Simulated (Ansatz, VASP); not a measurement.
Given: the input of a run of VASP 6.6.1 on TiTe2.

File INCAR:

```
PREC = Accurate
ENCUT = 520
EDIFF = 1E-6
ISMEAR = -1
SIGMA = 0.05
LREAL = F
LASPH = T
NELM = 100
ALGO = Normal
ISIF = 2
LWAVE = F
LCHARG = F
GGA = PE
NBANDS = 19
```

The input KPOINTS:

```
regular mesh
0
Gamma
  7 7 4
```

POSCAR

```
TiTe2
1.0
    3.7770000000      0.0188850000      0.0000000000
   -1.8721451102      3.2615354501      0.0000000000
    0.0000000000      0.0000000000      6.4980000000
Te Ti
2 1
Direct
    0.3333333333      0.6666666667      0.7372000000
    0.6666666667      0.3333333333      0.2628000000
    0.0000000000      0.0000000000      0.0000000000
```

Potentials or basis: VASP PAW PBE potentials, release 64 (Te, Ti_sv).

Command:

```console
$ cat potpaw_PBE.64/Te/POTCAR potpaw_PBE.64/Ti_sv/POTCAR > POTCAR
$ mpirun -np 1 vasp_std > vasp.out
```

Task: Set up the same calculation for Ansatz 0.2.0. Potentials there: Ansatz PAW.

Result: As run (the cutoff follows the program's own potentials):

The input input.yaml:

```yaml
crystal:
  lattice:
    - [3.777, 0.018885, 0.0]
    - [-1.8721451102, 3.2615354501, 0.0]
    - [0.0, 0.0, 6.498]
  atoms:
    - { symbol: Te, position: [0.3333333333, 0.6666666667, 0.7372] }
    - { symbol: Te, position: [0.6666666667, 0.3333333333, 0.2628] }
    - { symbol: Ti, position: [0.0, 0.0, 0.0] }
hamiltonian:
  xc: pbe
  pseudopotentials: { kind: paw }
kpoints:
  mp_grid: { grid: [7, 7, 4] }
scf:
  occupations: { method: fermi_dirac, width: 0.05 }
output:
  forces: true
  stress: true
  eigenvalues: true
```

Potentials or basis: Ansatz PAW.

The run is started by

```bash
$ ansatz run input.yaml --threads 2 --pin off --max-ram 5632MiB --backend cpu --events-out ev --progress --plain --runs-dir out
```

Both were run:

|  | VASP | Ansatz | Ansatz less VASP |
| --- | --- | --- | --- |
| gap on the k mesh at the Fermi level (eV) | none | none | - |
| pressure (GPa) | 0.9 | 0.9 | +0.02 |
| largest component of the traceless stress (GPa) | 0.35 | 0.35 | -0.001 |
| rms of the force components (eV/Å) | 0.011 | 0.012 | +0.0010 |

Atom by atom the forces differ by 0.005 eV/Å (rms over components). A gap of «none» marks a metal or a gap that the smearing closes. With one functional, cell and mesh, what is left measures potentials, basis and numerics. The two sets of potentials don't hold the same shells in valence.

The runs have no spin-orbit coupling, so splittings on Te are missing.
